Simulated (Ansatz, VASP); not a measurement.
# Pd: VASP beside Ansatz

Contents of INCAR:

```
PREC = Accurate
ENCUT = 520
EDIFF = 1E-6
ISMEAR = 0
SIGMA = 0.15
LREAL = False
LASPH = True
NELM = 60
ALGO = Fast
ISIF = 2
LWAVE = False
LCHARG = True
GGA = PE
LELF = True
LVHAR = True
NBANDS = 11
```

File KPOINTS:

```
regular mesh
0
Gamma
  8 8 8
```

Contents of POSCAR:

```
Pd
1.0
    0.0000000000      1.8476550000      1.9449000000
    1.8476550000      0.0000000000      1.9449000000
    1.8476550000      1.8476550000      0.0000000000
Pd
1
Direct
    0.0000000000      0.0000000000      0.0000000000
```

Input for Ansatz:

```yaml
crystal:
  lattice:
    - [0.0, 1.847655, 1.9449]
    - [1.847655, 0.0, 1.9449]
    - [1.847655, 1.847655, 0.0]
  atoms:
    - { symbol: Pd, position: [0.0, 0.0, 0.0] }
basis:
  ecutwfc: 420
kpoints:
  mp_grid: { grid: [8, 8, 8] }
hamiltonian:
  xc: pbe
scf:
  occupations: { method: gaussian, width: 0.15 }
output:
  forces: true
  stress: true
  eigenvalues: true
```

Change from the starting cell: strain -0.050 along x and y, +0.000 along z, atoms carried along.

Alike in both runs: task single point; functional PBE; k mesh 8 × 8 × 8; occupations gaussian, width 0.15 eV; no spin polarisation.

|  | VASP | Ansatz |
| --- | --- | --- |
| version | VASP 6.6.1 | Ansatz 0.2.0 |
| potentials or method | VASP PAW PBE potentials, release 64 (Pd) | scalar-relativistic, plane waves, PAW |
| plane-wave cutoff (eV) | 520 | 420 |
| valence electrons in the cell | 10 | 18 |

|  | VASP | Ansatz | Ansatz less VASP |
| --- | --- | --- | --- |
| gap on the k mesh at the Fermi level (eV) | none | none | - |
| pressure (GPa) | 36.4 | 36.8 | +0.49 |
| largest component of the traceless stress (GPa) | 3.16 | 3.23 | +0.062 |

A gap of «none» marks a metal or a gap that the smearing closes. The two sets of potentials don't hold the same shells in valence.

Caveats: the k mesh is coarse (spacing up to 0.36 Å⁻¹), so the values aren't converged; so large a pressure means that the cell lies far from this level's equilibrium, or that cutoff or potentials fall short (VASP).
